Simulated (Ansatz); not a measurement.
**V: one input, then a changed one**

The geometry is COD entry 7101267, unchecked; take it as a test cell. The listed cell was then made from it by scaling, straining or moving an atom.

First run: DFT, PBE, PAW with Ansatz's default frozen-core files, scalar-relativistic (Ansatz 0.2.0).

Command: `ansatz run input.yaml --threads 1 --pin off --max-ram 3072MiB --backend cpu --events-out ev --progress --plain --runs-dir out` The run took 2 s on 1 thread of AMD EPYC 9R45 96-Core Processor (Zen 5), with other jobs on the host, peak memory 0.41 GiB.

```yaml
crystal:
  lattice:
    - [-1.5028453316, 1.5028453316, 1.5028453316]
    - [1.5028453316, -1.5028453316, 1.5028453316]
    - [1.5028453316, 1.5028453316, -1.5028453316]
  atoms:
    - { symbol: V, position: [0.0, 0.0, 0.0], spin: 1.5 }
magnetization:
  spin_polarized: true
kpoints:
  mp_grid: { grid: [15, 15, 15] }
scf:
  occupations: { method: fermi_dirac, width: 0.03 }
hamiltonian:
  xc: pbe
  pseudopotentials: { kind: paw }
output:
  forces: true
  stress: true
  eigenvalues: true
  efg: { contact_densities: true }
```

Result: converged; pressure -1.89 GPa; moment 0.00 μB; 11 SCF iterations.

The input is then changed:

```diff
@@ -12,4 +12,5 @@
 scf:
   occupations: { method: fermi_dirac, width: 0.03 }
+  lower_state_search: "off"
 hamiltonian:
   xc: pbe
@@ -20,3 +21,5 @@
   eigenvalues: true
   efg: { contact_densities: true }
+basis:
+  ecutwfc: "51.4 Ry"
```

(1) Predict the outcome of the changed run.

Results:

(1) It converged; energy at zero smearing -2.6 meV/atom from the first run; pressure -1.96 GPa; moment 0.00 μB; 17 SCF iterations.
